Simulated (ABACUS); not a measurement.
Rb:

```
Rb
1.0
    -2.80250    2.80250    2.80250
     2.80250   -2.80250    2.80250
     2.80250    2.80250   -2.80250
Rb
1
Direct
  0.00000 0.00000 0.00000
```

```yaml
Program: ABACUS 3.10.1
Task: single point
Functional: PBE
Potentials_or_basis: PseudoDojo NC SR 0.4.1 PBE standard
Cutoff: 1361 eV
Density_cutoff: 5442 eV
Basis: DZP LCAO (the cutoffs set its grid)
k_mesh: 7 × 7 × 7
Occupations: fermi-dirac, width 0.05 eV
Spin: no spin polarisation
```

On this cell: pressure -0.2 GPa; band gap on the k mesh none (metal or under the smearing width).

The same run follows on a disturbed copy (cell strained at random at fixed volume):

```
Rb
1.0
    -2.92087    2.82641    2.71242
     2.91628   -2.85910    2.74053
     2.84329    2.78152   -2.74511
Rb
1
Direct
  0.00230 0.99471 0.99463
```

Problem. What does the disturbed cell give?

Solution. The energy (extrapolated to zero smearing) moves by -0.2 meV/atom; pressure -0.2 GPa; band gap on the k mesh none (metal or under the smearing width).

Stress tensor (GPa, compression positive):
```
-0.14  0.10  0.01
 0.10 -0.17  0.04
 0.01  0.04 -0.22
```

Caveats: the atomic orbitals were generated for these runs and aren't a published set; the basis of atomic orbitals isn't converged, which shifts pressures, moduli and gaps.
